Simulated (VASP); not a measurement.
# Li2O (Fm-3m) in VASP: further runs

Aim: see how the results for Li2O move with the level of theory and the settings. Levels: PBEsol, r2SCAN. Tasks: single point.

Program: VASP 6.6.1. These are calculated values, not measurements. Logs are shortened: lines on timing, memory, paths and dates and some standing lists are left out, and cuts for length are marked.

## (1) The structure

It takes space group Fm-3m (No. 225, cubic). Conventional cell: a = 4.579 Å, b = 4.579 Å, c = 4.579 Å, α = 90.00°, β = 90.00°, γ = 90.00°. Around Li (site symmetry -43m) lie 4 O at 1.98 Å. Around O (site symmetry m-3m) lie 8 Li at 1.98 Å.

## (2) Single point, PBEsol

The input, INCAR:

```
PREC = Accurate
ENCUT = 900
EDIFF = 1E-7
ISMEAR = 0
SIGMA = 0.02
LREAL = F
LASPH = T
NELM = 100
ALGO = Normal
ISIF = 2
LWAVE = F
LCHARG = F
GGA = PS
NBANDS = 13
```

The input, KPOINTS:

```
Automatic mesh
0
Gamma
  8 8 8
```

The input, POSCAR:

```
Li2O
1.0
    0.0000000000      2.2896700000      2.2896700000
    2.2896700000      0.0000000000      2.2896700000
    2.2896700000      2.2896700000      0.0000000000
Li O
2 1
Direct
    0.2500000000      0.2500000000      0.2500000000
    0.7500000000      0.7500000000      0.7500000000
    0.0000000000      0.0000000000      0.0000000000
```

Potentials or basis: VASP PAW PBE potentials, release 64 (Li_sv, O_h).

Started as:

```console
$ cat potpaw_PBE.64/Li_sv/POTCAR potpaw_PBE.64/O_h/POTCAR > POTCAR
$ mpirun -np 1 vasp_std > vasp.out
```

OUTCAR:

```text
PREC = Accurate
   ENCUT = 900
   EDIFF = 1E-7
   ISMEAR = 0
   LREAL = F
   LASPH = T
   NELM = 100
   ISIF = 2
   GGA = PS

 ion  position               nearest neighbor table
   1  0.250  0.250  0.250-   3 1.98   3 1.98   3 1.98   3 1.98   2 2.29   2 2.29   2 2.29   2 2.29
                             2 2.29   2 2.29
   2  0.750  0.750  0.750-   3 1.98   3 1.98   3 1.98   3 1.98   1 2.29   1 2.29   1 2.29   1 2.29
                             1 2.29   1 2.29
   3  0.000  0.000  0.000-   2 1.98   2 1.98   2 1.98   1 1.98   2 1.98   1 1.98   1 1.98   1 1.98

  LATTYP: Found a face centered cubic cell.
 ALAT       =     4.5793400000

  Lattice vectors:

 A1 = (   0.0000000000,   2.2896700000,   2.2896700000)
 A2 = (   2.2896700000,   0.0000000000,   2.2896700000)
 A3 = (   2.2896700000,   2.2896700000,   0.0000000000)

Analysis of symmetry for initial positions (statically):
=====================================================================
 Subroutine PRICEL returns:
 Original cell was already a primitive cell.

 Routine SETGRP: Setting up the symmetry group for a
 face centered cubic supercell.

 Subroutine GETGRP returns: Found 48 space group operations
 (whereof 48 operations were pure point group operations)
 out of a pool of 48 trial point group operations.

The static configuration has the point symmetry O_h .

Analysis of symmetry for dynamics (positions and initial velocities):
=====================================================================
 Subroutine PRICEL returns:
 Original cell was already a primitive cell.

 Routine SETGRP: Setting up the symmetry group for a
 face centered cubic supercell.

 Subroutine GETGRP returns: Found 48 space group operations
 (whereof 48 operations were pure point group operations)
 out of a pool of 48 trial point group operations.

The dynamic configuration has the point symmetry O_h .

 Subroutine INISYM returns: Found 48 space group operations
 (whereof 48 operations are pure point group operations),
 and found     1 'primitive' translations

----------------------------------------------------------------------------------------

                                     Primitive cell

  volume of cell :      24.0076

  direct lattice vectors                    reciprocal lattice vectors
     0.000000000  2.289670000  2.289670000    -0.218372080  0.218372080  0.218372080
     2.289670000  0.000000000  2.289670000     0.218372080 -0.218372080  0.218372080
     2.289670000  2.289670000  0.000000000     0.218372080  0.218372080 -0.218372080

  length of vectors
     3.238082367  3.238082367  3.238082367     0.378231537  0.378231537  0.378231537

  position of ions in fractional coordinates (direct lattice)
[... 91 lines left out ...]
   PSTRESS=    0.0 pullay stress
   NELECT =      12.0000    total number of electrons
   NUPDOWN=      -1.0000    fix difference up-down
   EMIN   =  10.00;   EMAX   =-10.00  energy-range for DOS
   EFERMI =   0.00;   METHOD = LEGACY
   ISMEAR =     0;   SIGMA  =   0.02  broadening in eV -4-tet -1-fermi 0-gaus
   EFERMI_NEDOS =   21; number of points for ismear=-14 and -15
   IALGO  =     38    algorithm
   IMIX   =      4    mixing-type and parameters
     AMIX     =   0.40;   BMIX     =  1.00
     AMIX_MAG =   1.60;   BMIX_MAG =  1.00
  volume/ion in A,a.u.               =       8.00        54.00
  Fermi-wavevector in a.u.,A,eV,Ry     =   1.299229  2.455187 22.966578  1.687996
  Thomas-Fermi vector in A             =   2.430506
   LORBIT       =      0    0 simple, 1 ext, 2 COOP (PROOUT), +10 PAW based schemes
   GGA     = PS    functional components
   LHFCALC =     F    Hartree Fock is set to
   AEXX    =    0.0000 exact exchange contribution
   IVDW    =     0    specifies the selected vdW correction
   LEPSILON=     F    determine dielectric tensor
   LRPA    =     F    only Hartree local field effects (RPA)
 non-spin polarized calculation
 Gauss-broadening in eV      SIGMA  =   0.02
  energy-cutoff  :      900.00
  volume of cell :       24.01
 maximum number of plane-waves:      1480
   NGX = 15   NGY = 15   NGZ = 15

 number of electron      12.0000003 magnetization

 Free energy of the ion-electron system (eV)
  ---------------------------------------------------
  ext. energy  EPLUGINS =         0.00000000
  ---------------------------------------------------
  free energy    TOTEN  =       -14.75863911 eV

  energy without entropy =      -14.75863911  energy(sigma->0) =      -14.75863911

 E-fermi :   1.7893     XC(G=0): -10.0392

 val. band max:        1.6813336457   @ k =   0.0000   0.0000   0.0000
 cond. band min:       6.5525791044   @ k =   0.5000   0.5000   0.0000
 fundamental gap:      4.8712454587
 Fermi energy:         1.7892520601

 k-point     1 :       0.0000    0.0000    0.0000
  band No.  band energies     occupation
      1     -40.5359      2.00000
      2     -40.1554      2.00000
      3     -13.7184      2.00000
      4       1.6813      2.00000
      5       1.6813      2.00000
      6       1.6813      2.00000
      7       7.0257      0.00000
      8      13.6318      0.00000
      9      13.6318      0.00000
     10      13.6319      0.00000
     11      20.7862      0.00000
     12      20.7862      0.00000
     13      20.7862      0.00000
[... 354 lines left out ...]
  band No.  band energies     occupation
      1     -40.3270      2.00000
      2     -40.3263      2.00000
      3     -13.4584      2.00000
      4      -0.8759      2.00000
      5       0.6409      2.00000
      6       0.8377      2.00000
      7       9.6174      0.00000
      8      12.0613      0.00000
      9      14.8252      0.00000
     10      15.2230      0.00000
     11      19.3859      0.00000
     12      19.7259      0.00000
     13      24.9251      0.00000

 [... further k-points ...]
[... 5 lines left out ...]
  --------------------------------------------------------------------------------------
  -------------------------------------------------------------------------------------
  Total       -0.0048275     -0.0048275     -0.0048275      0.0000000      0.0000000     -0.0000000
  in kB       -0.3221719     -0.3221719     -0.3221719      0.0000000      0.0000000     -0.0000000
  external PRESSURE =      -0.3221719 kB  Pullay stress =       0.0000000 kB

 VOLUME and BASIS-vectors are now :
 -----------------------------------------------------------------------------
  energy-cutoff  :      900.00
  volume of cell :       24.01
      direct lattice vectors                 reciprocal lattice vectors
     0.000000000  2.289670000  2.289670000    -0.218372080  0.218372080  0.218372080
     2.289670000  0.000000000  2.289670000     0.218372080 -0.218372080  0.218372080
     2.289670000  2.289670000  0.000000000     0.218372080  0.218372080 -0.218372080

 POSITION                                       TOTAL-FORCE (eV/Angst)
 -----------------------------------------------------------------------------------
      1.14484      1.14484      1.14484        -0.000000     -0.000000     -0.000000
      3.43451      3.43451      3.43451         0.000000      0.000000      0.000000
      0.00000      0.00000      0.00000         0.000000     -0.000000      0.000000
 -----------------------------------------------------------------------------------
    total drift:                                0.000000     -0.000000      0.000000

  FREE ENERGIE OF THE ION-ELECTRON SYSTEM (eV)
  ---------------------------------------------------
  free  energy   TOTEN  =       -14.7586391109 eV

  energy  without entropy=      -14.7586391109  energy(sigma->0) =      -14.75863911
```

stdout:

```text
POSCAR found type information on POSCAR LiO
 POSCAR found :  2 types and       3 ions
 scaLAPACK will be used
 -----------------------------------------------------------------------------
|                                                                             |
|                                                                             |
|     You enforced a specific xc type in the INCAR file but a different       |
|     I HOPE YOU KNOW WHAT YOU ARE DOING!                                     |
|                                                                             |
 -----------------------------------------------------------------------------

 LDA part: xc-table for (Slater+PW92), standard interpolation
 POSCAR, INCAR and KPOINTS ok, starting setup
 FFT: planning ... GRIDC
 FFT: planning ... GRID_SOFT
 FFT: planning ... GRID
 WAVECAR not read
 entering main loop
```

Run time: 7.6 s. Hardware: 1 thread of Intel Xeon 6975P-C (Granite Rapids), shared host; peak memory 0.17 GiB.

What came out:

- Free energy: -14.7586 eV
- Pressure: 0.0 GPa
- Band gap on the k mesh: 4.87 eV, indirect (least direct gap 5.34 eV)

Caveat: the cutoff is under 1.25 times the usual one of these potentials, so pressure, stress and relaxed cells hold a basis-set (Pulay) error; the PAW data sets were made with another functional, which shifts forces and pressure a little. A k mesh can miss the band edges.

## (3) Single point, r2SCAN

The input, INCAR:

```
PREC = Accurate
ENCUT = 520
EDIFF = 1E-7
ISMEAR = 0
SIGMA = 0.02
LREAL = F
LASPH = T
NELM = 100
ALGO = Normal
ISIF = 2
LWAVE = F
LCHARG = F
METAGGA = R2SCAN
LMIXTAU = T
NBANDS = 13
```

KPOINTS is that of step 2.

POSCAR is that of step 2.

Potentials or basis: VASP PAW PBE potentials, release 64 (Li_sv, O).

Started as:

```console
$ cat potpaw_PBE.64/Li_sv/POTCAR potpaw_PBE.64/O/POTCAR > POTCAR
$ mpirun -np 1 vasp_std > vasp.out
```

It took 18 s on 1 thread of Intel Xeon 6975P-C (Granite Rapids), shared host; peak memory 0.13 GiB.

It converged, with:

| Item | Value |
| --- | --- |
| Free energy | -16.8298 eV |
| Band gap on the k mesh | 5.72 eV, indirect (least direct gap 6.31 eV) |

Levels at points of the mesh, in eV from the valence-band top:
| k point | band 4 | band 5 | band 6 | band 7 | band 8 | band 9 |
| --- | --- | --- | --- | --- | --- | --- |
| (0.00, 0.00, 0.00) | 0.00 | 0.00 | 0.00 | 6.31 | 13.26 | 13.26 |
| (0.50, 0.00, 0.00) | -2.78 | -0.46 | -0.46 | 10.26 | 11.14 | 13.21 |
| (0.50, 0.50, 0.00) | -1.57 | -1.42 | -1.42 | 5.72 | 15.01 | 15.01 |

Caveat: the cutoff is under 1.25 times the usual one of these potentials, so pressure, stress and relaxed cells hold a basis-set (Pulay) error; the PAW data sets were made with another functional, which shifts forces and pressure a little. r2SCAN opens gaps a little over a GGA but as a rule still falls short of measured ones.
